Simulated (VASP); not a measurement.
Input of a VASP 6.6.1 run:

The input INCAR:

```
PREC     = Accurate       # precision mode
ENCUT    = 600            # plane-wave cutoff, eV
EDIFF    = 1E-6           # SCF threshold, eV
ISMEAR   = -1             # smearing method
SIGMA    = 0.05           # smearing width, eV
LREAL    = F              # projectors in reciprocal space
LASPH    = T              # aspherical terms in the spheres
NELM     = 60             # most SCF steps
ALGO     = Normal         # electronic algorithm
ISIF     = 3              # what is computed and relaxed
LWAVE    = F              # write WAVECAR
LCHARG   = F              # write CHGCAR
GGA      = B5             # functional
ALDAX    = 1.0          
AGGAX    = 1.0          
AGGAC    = 1.0          
ALDAC    = 0.0          
IBRION   = 2              # ionic algorithm
NSW      = 60             # ionic steps
EDIFFG   = -0.01          # ionic threshold
```

KPOINTS

```
regular mesh
0
Gamma
  6 6 6
```

POSCAR

```
MgO2
1.0
    4.8286124700      0.0000000000      0.0000000000
    0.0000000000      4.8286124700      0.0000000000
    0.0000000000      0.0000000000      4.8286124700
Mg O
4 8
Direct
    0.0000000000      0.0000000000      0.0000000000
    0.5000000000      0.0000000000      0.5000000000
    0.5000000000      0.5000000000      0.0000000000
    0.0000000000      0.5000000000      0.5000000000
    0.5894244400      0.9105755600      0.0894244400
    0.9105755600      0.0894244400      0.5894244400
    0.0894244400      0.5894244400      0.9105755600
    0.4105755600      0.4105755600      0.4105755600
    0.5894244400      0.5894244400      0.5894244400
    0.9105755600      0.4105755600      0.0894244400
    0.0894244400      0.9105755600      0.4105755600
    0.4105755600      0.0894244400      0.9105755600
```

Potentials or basis: VASP PAW PBE potentials, release 64 (Mg, O).

Run with:

```console
$ cat potpaw_PBE.64/Mg/POTCAR potpaw_PBE.64/O/POTCAR > POTCAR
$ mpirun -np 1 vasp_std > vasp.out
```

(1) Predict the relaxed cell.

(2) Predict the space group after relaxing (to 0.05 Å).

## Answers

(1) a = 4.921 Å, b = 4.921 Å, c = 4.921 Å, α = 90.00°, β = 90.00°, γ = 90.00°.

(2) Pa-3 (No. 205).
